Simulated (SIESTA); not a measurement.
AlN:

```
Al N
1.0
     3.11300    0.00000    0.00000
    -1.55650    2.69594    0.00000
     0.00000    0.00000    4.98100
Al N
2 2
Direct
  0.66667 0.33333 0.50000
  0.33333 0.66667 0.00000
  0.66667 0.33333 0.88000
  0.33333 0.66667 0.38000
```

Base run:

```yaml
Program: SIESTA 5.4.2
Functional: AM05
Potentials_or_basis: PseudoDojo 0.4 standard (PBEsol files)
Basis: DZP (energy shift 0.003 Ry)
Grid_cutoff: 800 Ry
Energy_shift: 0.003 Ry
k_mesh: 10 × 10 × 6
Occupations: fermi-dirac, width 0.05 eV
Spin: no spin polarisation
```

Its results: band gap on the k mesh 4.29 eV, direct; pressure 1.7 GPa; largest force 0.135 eV/Å.

Task: The run is repeated on the same cell with these changes: functional from AM05 to PBE; potentials or basis from PseudoDojo 0.4 standard (PBEsol files) to PseudoDojo 0.4 standard (PBE files). What comes out?

Result: Band gap on the k mesh 4.34 eV, direct; pressure 5.1 GPa; largest force 0.134 eV/Å.

Caveats: the basis of atomic orbitals isn't converged, which shifts pressures, moduli and gaps; the potentials were made for another functional, which shifts forces and pressure (some runs).
